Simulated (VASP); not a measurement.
A run of VASP 6.6.1 is set up as follows.

Contents of INCAR:

```
SYSTEM = K
PREC = Accurate
ENCUT = 600
EDIFF = 1E-7
ISMEAR = 1
SIGMA = 0.1
LREAL = .False.
LASPH = .True.
NELM = 80
ALGO = Normal
ISIF = 3
LWAVE = .False.
LCHARG = .False.
GGA = CA
IBRION = 2
NSW = 90
EDIFFG = -0.005
```

Contents of KPOINTS:

```
regular mesh
0
Gamma
  12 12 12
  0 0 0
```

POSCAR

```
K                                       
1.0
   -2.5224726562      2.5224726562      2.5224726562
    2.5224726562     -2.5224726562      2.5224726562
    2.5224726562      2.5224726562     -2.5224726562
  K             
     1
Direct
     0.0000000000000000    0.0000000000000000    0.0000000000000000
```

Potentials or basis: VASP PAW LDA potentials, release 64 (K_sv).

Command:

```bash
$ cat potpaw_LDA.64/K_sv/POTCAR > POTCAR
$ mpirun -np 1 vasp_std > vasp.out
```

What does it give for the band gap on the k mesh?

None (metal or under the smearing width).

Final structure:
```yaml
crystal:
  lattice:
    - [-2.52247, 2.52247, 2.52247]
    - [2.52247, -2.52247, 2.52247]
    - [2.52247, 2.52247, -2.52247]
  atoms:
    - { symbol: K, position: [0.00000, 0.00000, 0.00000] }
```

Caveat: the relaxation stopped at its first step, so nothing moved.
